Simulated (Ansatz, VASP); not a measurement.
# LiF in VASP and in Ansatz

The input INCAR:

```
SYSTEM = LiF
PREC     = Accurate       ! precision mode
ENCUT    = 520            ! plane-wave cutoff, eV
EDIFF    = 1E-6           ! SCF threshold, eV
ISMEAR   = -1             ! smearing method
SIGMA    = 0.02           ! smearing width, eV
LREAL    = .FALSE.        ! projectors in reciprocal space
LASPH    = .TRUE.         ! aspherical terms in the spheres
NELM     = 100            ! most SCF steps
ALGO     = Normal         ! electronic algorithm
ISIF     = 2              ! what is computed and relaxed
LWAVE    = .FALSE.        ! write WAVECAR
LCHARG   = .FALSE.        ! write CHGCAR
GGA      = PE             ! functional
NBANDS   = 12             ! bands
```

Contents of KPOINTS:

```
regular mesh
0
G
  10 10 10
  0 0 0
```

File POSCAR:

```
LiF
1.0
    0.0000000000      1.9948717406      1.9948717406
    1.9948717406      0.0000000000      1.9948717406
    1.9948717406      1.9948717406      0.0000000000
Li F
1 1
Direct
    0.0000000000      0.0000000000      0.0000000000
    0.5000000000      0.5000000000      0.5000000000
```

Input for Ansatz:

```yaml
crystal:
  lattice:
    - [0.0, 1.9948717406, 1.9948717406]
    - [1.9948717406, 0.0, 1.9948717406]
    - [1.9948717406, 1.9948717406, 0.0]
  atoms:
    - { symbol: Li, position: [0.0, 0.0, 0.0] }
    - { symbol: F, position: [0.5, 0.5, 0.5] }
kpoints:
  mp_grid: { grid: [10, 10, 10] }
  band_path:
    path:
      - [0.0, 0.0, 0.0]
      - [0.5, 0.0, 0.5]
      - [0.625, 0.25, 0.625]
      - [0.375, 0.375, 0.75]
      - [0.5, 0.5, 0.5]
      - [0.5, 0.25, 0.75]
      - [-0.0625, 0.0, 0.0625]
    npoints: 1
hamiltonian:
  xc: pbe
scf:
  occupations: { method: fermi_dirac, width: 0.02 }
  n_extra_bands: 4
output:
  forces: true
  stress: true
  eigenvalues: true
  write_density: true
  write_potential: true
  elf: true
  volumetric_format: npy
```

The cell was built by a generator and needn't be a form met in nature.

Alike in both runs: task single point; functional PBE; k mesh 10 × 10 × 10; occupations fermi-dirac, width 0.02 eV; no spin polarisation.

```csv
,VASP,Ansatz
version,VASP 6.6.1,Ansatz 0.2.0
potentials or method,"VASP PAW PBE potentials, release 64 (Li_sv, F)","plane waves, PAW"
plane-wave cutoff (eV),520,420
valence electrons in the cell,10,10
```

|  | VASP | Ansatz | Ansatz less VASP |
| --- | --- | --- | --- |
| gap on the k mesh at the Fermi level (eV) | 9.35 | 9.35 | -0.004 |

 A k mesh can miss the band edges.
